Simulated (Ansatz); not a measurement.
# AlH3: one run, from forces to fields

One self-consistent run on AlH3 (a database entry, slightly rescaled), nothing relaxed, to see whether it is a metal or has a gap, how the charge is shared and how far the cell is from equilibrium.

All numbers below are computed with Ansatz 0.2.0 (DFT, r2SCAN, no spin polarisation, plane waves, PAW).

## Step 1: The structure

Symmetry: R-3c, No. 167, trigonal system. Conventional cell: a = 4.242 Å, b = 4.242 Å, c = 11.283 Å, α = 90.00°, β = 90.00°, γ = 120.00°. Al (site symmetry -3) is surrounded by 6 H at 1.64 Å. Around H (site symmetry 2) lie 2 Al at 1.64 Å.

Symmetry-reduced, conventional setting; the input below types the cell that was run:

```cif
data_structure
_symmetry_space_group_name_H-M 'R-3c:H'
_symmetry_Int_Tables_number 167
_cell_length_a 4.2418
_cell_length_b 4.2418
_cell_length_c 11.2833
_cell_angle_alpha 90.000
_cell_angle_beta 90.000
_cell_angle_gamma 120.000
_cell_volume 175.82
loop_
_atom_site_label
_atom_site_type_symbol
_atom_site_symmetry_multiplicity
_atom_site_Wyckoff_symbol
_atom_site_fract_x
_atom_site_fract_y
_atom_site_fract_z
_atom_site_occupancy
Al1 Al 6 b 0.00000 0.00000 0.50000 1
H1 H 18 e 0.96333 0.66667 0.41667 1
```

Its first density is an earlier solution for the same cell, read from a checkpoint.

## Step 2: The calculation

Input file input.yaml:

```yaml
crystal:
  lattice:
    - [4.241789, 0.0, 0.0]
    - [-2.120894, 3.673497, 0.0]
    - [-2.120894, 1.224499, 3.761113]
  atoms:
    - { symbol: Al, position: [0.0, 0.0, 0.0] }
    - { symbol: Al, position: [0.5, 0.5, 0.5] }
    - { symbol: H, position: [0.88, 0.75, 0.75] }
    - { symbol: H, position: [0.25, 0.38, 0.75] }
    - { symbol: H, position: [0.62, 0.12, 0.75] }
    - { symbol: H, position: [0.12, 0.25, 0.25] }
    - { symbol: H, position: [0.75, 0.62, 0.25] }
    - { symbol: H, position: [0.38, 0.88, 0.25] }
  symmetry: { tolerance: 0.0003 }
kpoints:
  mp_grid: { grid: [8, 8, 8], shift: [0, 0, 0] }
  band_path:
    path:
      - [0.0, 0.0, 0.0]
      - [0.0, 0.0, 0.5]
      - [0.52534041, -0.26267021, 0.23732979]
      - [0.73732979, -0.47465959, -0.23732979]
      - [0.5, 0.0, 0.0]
      - [0.0, 0.0, 0.0]
      - [0.73732979, -0.3686649, -0.3686649]
      - [0.6313351, -0.3686649, 0.0]
      - [0.5, -0.5, 0.0]
      - [0.0, 0.0, 0.0]
    npoints: 7
magnetization:
  spin_polarized: false
scf:
  occupations: { method: gaussian, width: 0.0184 }
  lower_state_search: "off"
  max_iter: 200
hamiltonian:
  pseudopotentials: { kind: paw }
  xc: r2scan
basis:
  ecutwfc: 500
  fft_grid_basis: typed
output:
  forces: true
  stress: true
  eigenvalues: true
  bader: true
  populations: true
  elf: true
  write_potential: true
  volumetric_format: npy
  dos:
    e_range: [-12, 8]
    de: 0.05
    projected: { site_lists: { Al: [Al], H: [H] } }
checkpoint:
  read: saved_state
```

Command:

```
> ansatz run input.yaml --threads 1 --pin off --max-ram 2560MiB --backend cpu --events-out ev --progress --plain --runs-dir out
```

The log of the run:

```text
Warning: RAYON_NUM_THREADS=1 ignored (pool sized by the plan → 1); use --threads N
Engine: ansatz 0.2.0, aarch64-unknown-linux-gnu
Pseudopotentials: kind: paw
Pseudopotential: Al, paw, valence charge 3, recommended cutoff 500 eV (meta_gga), Al.paw.azcp
Pseudopotential: H, paw, valence charge 1, recommended cutoff 500 eV (meta_gga), H.paw.azcp
Functional definition: r2SCAN
  parameter k0 = 0.174
  parameter k1 = 0.065
  parameter a1 = 4.9479
  exchange = r2scan_x(k0 = k0, k1 = k1, a1 = a1)
  correlation = r2scan_c
Crystal: 8 atoms, lattice volume = 58.606 Å³
Basis set: ecut = 500 eV, 1513 PW (Γ), exchange–correlation on 128×128×144 points (64 copies of the dense FFT grid, shifted against one another)
Bands: 14, of which v1, the nominal top of the filled ones, is band 6 counted from 1 (5 counted from 0)
Symmetry: 12 space group operations
Space group: R-3c (ITA 167), of the structure as read, at distance tolerance 1.2e-3 Å
k-points: 65 of 512
Non-local potential: Al, projectors of the file, l = 0: 2, l = 1: 2, l = 2: 1
Non-local potential: H, projectors of the file, l = 0: 2, l = 1: 1
PAW form: soft (Blöchl's): semilocal exchange-correlation on the pseudo side does not see the compensation charge
PAW frozen core: Al, regenerated for the run's functional (the file was generated under x = pbe(κ = 0.804, μ = 0.2195149727645171), c = pbe(β = 0.06672455060314922))
PAW one-centre angular grid: Al, 302 points (default); XC on 160 Gauss nodes
PAW one-centre angular grid: H, 302 points (default); XC on 160 Gauss nodes
Initial density: read from a saved state, or passed on in memory by an earlier SCF of this step, an earlier step, the calling program or the single point that the run made first
Initial wavefunctions: pseudopotential atomic-orbital guess
Functional: x = r2scan, c = r2scan; τ floored in thin density (d = 2e-4 eV/Å³)
iter 1 solved again at ethr=2.11e-7 eV; its pass at ethr=3.10e-3 eV (dr2=2.53e-5 eV) is discarded
SCF iter   1: F=-1176.779662 eV  HF=-1176.779491 eV  |F-HF|=1.71e-4  |Δ(HF+E_count)|=         —  Δρ=5.48e-4  dr2=1.26e-5  dr2_τ=1.78e-4  ethr=2.11e-7  ⟨swp⟩=3.0  Hψ=8439  notcnv=0
preconditioner: auto → none  [insulator: Δε(μ)=4.020 eV  Ē_g=13.043 eV  σ=0.018 eV  W_gap=1.00  n_scr=14 (ndim 8)  ℏωp=16.8 eV  f_vac=0.000  D(μ)=0.00/eV (n_scr^D=0)  ε∞_Penn≈2.7]
SCF iter   2: F=-1176.779670 eV  HF=-1176.779604 eV  |F-HF|=6.56e-5  |Δ(HF+E_count)|=   1.13e-4  Δρ=2.73e-4  dr2=2.55e-6  dr2_τ=1.50e-5  ethr=1.05e-7  ⟨swp⟩=2.0  Hψ=1780  notcnv=0
SCF iter   3: F=-1176.779671 eV  HF=-1176.779670 eV  |F-HF|=7.44e-7  |Δ(HF+E_count)|=   6.61e-5  Δρ=2.58e-5  dr2=5.67e-8  dr2_τ=1.30e-7  ethr=8.33e-10  ⟨swp⟩=5.9  Hψ=4202  notcnv=0
SCF iter   4: F=-1176.779671 eV  HF=-1176.779671 eV  |F-HF|=8.45e-9  |Δ(HF+E_count)|=   7.60e-7  Δρ=3.58e-6  dr2=4.30e-9  dr2_τ=5.17e-10  ethr=4.72e-10  ⟨swp⟩=8.7  Hψ=5355  notcnv=0
SCF 1 converged in 4 iterations: F = -1176.779671 eV  dr2 = 4.30e-9
NSCF: frozen V_eff on 64 k-points
SCF converged after 4 iterations
Free energy (F): -1176.779671 eV
Harris-Foulkes:  -1176.779671 eV  (|F-HF|=8.45e-9)
Internal energy: -1176.779671 eV  (E = F + TS)
E sigma→0 (E₀):  -1176.779671 eV
Fermi energy:    3.659748 eV
--- Per-component energies (eV) ---
  E_band       = -21.313250
  E_kinetic    = 143.444406
  E_local      = -90.775523  (includes V_loc(G=0)·N_el)
  E_nonlocal   = 28.927479
  E_hartree    = 24.154191
  E_xc         = -133.442729
  E_vxc        = -145.097566  (∫ρ·V_xc dr)
  E_paw        = -950.345574  (= ΣΔE_a)
  E_vpaw       = -12.034199  (= ΣTr[D̂ρ^β])
  E_aug_tail   = -0.003087  (compensation charges beyond the density's cutoff)
  E_vtau       = 5.916355  (kinetic-family band-sum trace: ∫τ·v_τ [+ j·A + Jᵃ·Aᵃ] dr)
  E_ewald      = -198.618617
  E_core_change = -0.120216  (= ΣΔE_core)
  E_smearing   = -0.000000  (= −TS)
  E_closure    = 0.000000  (closes the sum)
  Σ components = -1176.779671   (vs F -1176.779671, Δ=0.00e0)
--- Forces (eV/Å), atoms counted from 1 ---
  atom   1  Al     0.00000000     0.00000000     0.00000000
  atom   2  Al     0.00000000     0.00000000     0.00000000
  atom   3  H      0.32592582    -0.00000002    -0.00000001
  atom   4  H     -0.16296289     0.28226005     0.00000001
  atom   5  H     -0.16296293    -0.28226003     0.00000001
  atom   6  H     -0.32592582     0.00000002     0.00000001
  atom   7  H      0.16296289    -0.28226005    -0.00000001
  atom   8  H      0.16296293     0.28226003    -0.00000001
  max |Σ_I F_I| component: 5.55e-17 eV/Å
--- Stress (GPa, compression-positive) ---
       11.872223      -0.000000       0.000000
       -0.000000      11.872223      -0.000000
        0.000000      -0.000000      12.222431
  P = ⅓ Tr σ = 11.9890 GPa (119.890 kbar)
--- Band table (eV; the first three rows and the last of 65) ---
  k-point 0: bands = ["-7.9794", "-0.9218", "-0.1318", "-0.1318", "1.5219", "1.5219", "5.6699", "8.3682", "8.9212", "8.9212", "9.6110", "9.6110", "10.3281", "12.0089"]
  k-point 1: bands = ["-7.8254", "-1.5540", "-0.1177", "-0.1177", "1.4071", "1.4071", "6.3477", "8.4223", "8.7711", "8.7711", "9.9583", "10.3762", "10.3762", "12.5098"]
  k-point 2: bands = ["-7.3661", "-2.8872", "-0.0553", "-0.0553", "1.1028", "1.1028", "7.2835", "9.0851", "9.0851", "9.2089", "9.2394", "11.7142", "11.7142", "13.8730"]
  k-point 64: bands = ["-4.8601", "-4.8601", "-1.5277", "-1.5277", "0.5966", "0.5966", "8.5268", "8.5268", "10.0942", "10.0942", "12.4269", "12.4269", "14.3813", "14.3813"]
--- Löwdin populations: 8 sites ---
  site symbol       q [e]
     0     Al      2.1456
     1     Al      2.1456
     2      H      1.2670
     3      H      1.2670
     4      H      1.2670
     5      H      1.2670
     6      H      1.2670
     7      H      1.2670
  spilling = 0.008883 (of n_electrons = 12.000000)
--- Bader charges: 8 sites ---
  site symbol  charge [e]  shift [e]
     0     Al      2.4056     0.0014
     1     Al      2.4056     0.0014
     2      H     -0.8018     0.0005
     3      H     -0.8019     0.0005
     4      H     -0.8019     0.0005
     5      H     -0.8019     0.0005
     6      H     -0.8019     0.0005
     7      H     -0.8019     0.0005
  estimated error of the sums over rays = 5.4e-4 e
```

Run time: 57 s. Hardware: 1 thread of Arm Neoverse V2, shared host; peak memory 0.49 GiB.

## Step 3: Forces on the atoms, stress on the cell

Sizes of the largest forces and where they point against the nearest neighbour:

```
atom  force (eV/Å)  nearest  distance (Å)             direction
  H3         0.326      Al1          1.64  (others are as near)
  H4         0.326      Al1          1.64  (others are as near)
  H5         0.326      Al1          1.64  (others are as near)
  H6         0.326      Al1          1.64  (others are as near)
  H7         0.326      Al1          1.64  (others are as near)
  H8         0.326      Al1          1.64  (others are as near)
```

Principal stresses (compression positive): 11.87, 11.87, 12.22 GPa; their mean, the pressure, is 11.99 GPa.

## Step 4: Bands along the path

Levels near the valence-band top on the mesh at the path's corners (eV):

```
point  band 4  band 5  band 6  band 7  band 8  band 9
    Γ   -1.78   -0.13   -0.13    4.02    6.72    7.27
    T   -1.29   -1.29   -1.29    6.30    6.30    9.67
   H2   -4.39   -0.66   -0.66    7.02    7.02   10.06
   H0   -4.39   -0.66   -0.66    7.02    7.02   10.06
    L   -1.83   -1.42   -1.42    5.15    5.15    8.84
    Γ   -1.78   -0.13   -0.13    4.02    6.72    7.27
   S0   -3.03   -2.19   -0.08    7.09    8.05    8.16
   S2   -3.03   -2.19   -0.08    7.09    8.05    8.16
    F   -3.46   -3.31   -0.10    6.33    9.13    9.54
    Γ   -1.78   -0.13   -0.13    4.02    6.72    7.27
```

The same bands between the corners:

```
distance (1/Å)  band 6  band 7
          0.00   -0.13    4.02
          0.24   -0.28    4.86
          0.48   -0.65    5.76
          0.72   -1.10    6.08
          0.95   -0.97    6.41
          1.17   -0.60    6.91
          1.39   -0.52    6.90
          1.61   -0.66    7.02
          1.80   -0.20    6.94
          1.99   -0.09    7.06
          2.18   -0.39    6.90
          2.38   -0.77    7.19
          2.58   -1.02    7.06
          2.78   -1.24    5.77
          2.98   -1.42    5.15
          3.24   -0.92    4.95
          3.50   -0.41    4.73
          3.75   -0.15    4.15
          4.04   -0.18    4.18
          4.35   -0.56    5.05
          4.66   -0.81    6.35
          4.97   -0.08    7.09
          5.14   -0.36    7.12
          5.31   -0.65    7.20
          5.47   -0.16    7.12
          5.61   -0.02    6.85
          5.72    0.00    6.49
          5.84   -0.06    6.35
          5.95   -0.10    6.33
          6.24   -0.08    6.32
          6.53   -0.06    5.66
          6.82   -0.11    4.23
```

## Step 5: Density of states

States per cell by energy window, from dos.tsv and pdos.tsv (tetrahedra; eV from the Fermi level):

```
 from    to  total  Al s  Al p   H s
-10.0  -9.0   0.79  0.19  0.18  0.41
 -9.0  -8.0   0.88  0.22  0.18  0.47
 -8.0  -7.0   0.89  0.19  0.22  0.47
 -7.0  -6.0   1.03  0.12  0.37  0.53
 -6.0  -5.0   1.72  0.07  0.69  0.95
 -5.0  -4.0   1.89  0.06  0.66  1.16
 -4.0  -3.0   1.93  0.08  0.48  1.35
 -3.0  -2.0   2.26  0.03  0.27  1.93
 -2.0  -1.0   0.00  0.00  0.00  0.00
 -1.0   0.0   0.00  0.00  0.00  0.00
  0.0   1.0   0.00  0.00  0.00  0.00
  1.0   2.0   0.00  0.00  0.00  0.00
  2.0   3.0   0.10  0.08  0.01  0.00
  3.0   4.0   0.81  0.35  0.30  0.06
  4.0   5.0   2.19  0.52  0.80  0.17
  5.0   6.0   1.84  0.34  0.74  0.20
```

On the mesh the valence top lies at -2.01 eV and the conduction bottom at 2.01 eV on this scale.

## Step 6: Atomic charges

By element, from the tables in the log (a charge is positive for electrons lost): Löwdin charges also hold the electrons that the projection spills.

```
element  atoms  Bader charge (e)  Bader volume (Å³)  Löwdin charge (e)
     Al      2             +2.41                4.0              +0.85
      H      6             -0.80                8.4              -0.27
```

## Step 7: Real-space fields

Maps in the plane spanned by a and b at height 0.750 along c (axes of the input's cell), one cell: a runs left to right (13 points from zero), b bottom to top (13 points), 120° apart. Inside the augmentation spheres the fields are the smooth ones.

Valence density. Values in e/Å³, 13 rows by 13 columns:
```
0.37 0.20 0.09 0.05 0.05 0.09 0.17 0.21 0.19 0.16 0.19 0.30 0.42
0.58 0.21 0.07 0.03 0.04 0.05 0.08 0.09 0.10 0.15 0.32 0.68 0.97
0.51 0.15 0.05 0.03 0.03 0.04 0.05 0.06 0.11 0.24 0.63 1.67 1.72
0.25 0.08 0.03 0.03 0.04 0.05 0.06 0.09 0.16 0.36 0.88 1.54 0.79
0.10 0.04 0.04 0.06 0.10 0.13 0.13 0.14 0.20 0.38 0.61 0.55 0.27
0.06 0.05 0.09 0.20 0.33 0.34 0.24 0.18 0.20 0.28 0.30 0.21 0.11
0.06 0.11 0.27 0.70 1.02 0.60 0.31 0.18 0.17 0.19 0.17 0.12 0.08
0.11 0.24 0.71 2.06 1.46 0.56 0.26 0.16 0.17 0.21 0.20 0.14 0.10
0.18 0.40 0.95 1.32 0.71 0.33 0.19 0.20 0.31 0.39 0.34 0.21 0.15
0.23 0.40 0.57 0.49 0.29 0.18 0.19 0.36 0.70 0.86 0.54 0.28 0.18
0.20 0.27 0.27 0.20 0.13 0.13 0.26 0.71 1.85 1.35 0.55 0.26 0.17
0.18 0.18 0.13 0.09 0.08 0.13 0.35 1.02 1.67 0.78 0.35 0.19 0.15
0.23 0.17 0.10 0.06 0.06 0.13 0.30 0.56 0.53 0.33 0.20 0.18 0.22
```

ELF. Ten even steps from '0' (0.01) to '9' (1.00):
```
9720069962389
9920012112899
9810000018999
9400000039999
4002663149999
0049997237862
0399998212210
1899996113431
3999982389972
5999833999972
3776218999961
1210049999921
4310069998324
```

Atoms within 0.2 Å of the plane, in fractions of a and b: H at (0.88, 0.75), H at (0.25, 0.38), H at (0.62, 0.12).

Along short contacts, where the density is least:

```
contact  length (Å)  minimum at (fraction)  density (e/Å³)  ELF
 Al1–H3       1.639             none clear               –    –
```

## Step 8: What came out

| quantity | value |
| --- | --- |
| largest force | 0.326 eV/Å on H |
| pressure | 12.0 GPa |
| formation energy (elements from separate runs) | -0.04 eV/atom |
| gap (mesh and path) | 4.01 eV, indirect |
| least direct gap | 4.15 eV |
| Bader charges | Al +2.41, H -0.80 e |

In words: The levels show a gap of 4.01 eV, with the least direct gap at 4.15 eV; within 0.7 eV of the edges the states project mainly on H s (87 %) below and Al s (84 %) above. A semilocal functional usually gives too small a gap. At 12.0 GPa the cell is compressed and would expand. By Bader's partition Al gives up most (+2.41 e) and H takes most (-0.80 e). Set against separate runs on the elements (Al fcc, H2 molecule), it forms at -0.04 eV per atom, so it is bound against them, though other compounds may compete.
